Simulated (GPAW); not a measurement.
Crystal: NiO2.

```
Ni O
1.0
     1.40213    0.80952    6.97429
    -1.40213    0.80952    6.97429
     0.00000   -1.61904    6.97429
Ni O
1 2
Direct
  0.00000 0.00000 0.00000
  0.37879 0.37879 0.37879
  0.62121 0.62121 0.62121
```

The cell comes from a database or a generator and needn't be the stable form of this composition.

Base run:

| Property | Result |
| --- | --- |
| Program | GPAW 26.7.0 |
| Functional | PBEsol |
| Potentials or basis | PAW data sets generated in the run's folder for this functional |
| Cutoff | 800 eV |
| Basis | pw |
| k mesh | 7 × 7 × 7 |
| Occupations | fermi-dirac, width 0.05 eV |
| Spin | collinear spin, ferromagnetic start |
| Starting moments | [1.0, 0.0, 0.0] μB |

Its results: band gap on the k mesh 1.29 eV, indirect (least direct gap 1.60 eV); pressure -1.4 GPa; net moment 0.00 μB per cell; largest force 0.224 eV/Å.

Problem. The run is repeated on the same cell with these changes: functional from PBEsol to LDA; potentials or basis from PAW data sets generated in the run's folder for this functional to the program's PAW data sets (release 1.2.1) made for this functional. What comes out?

Solution. Band gap on the k mesh 1.23 eV, indirect (least direct gap 1.55 eV); pressure -6.7 GPa; net moment 0.00 μB per cell; largest force 0.835 eV/Å.

Caveats: the stock nickel data set gives pressures a few GPa off other programs; the run has no moments, though such compounds are often magnetic; a magnetic state may lie lower.

Not every run made on this cell is shown here.
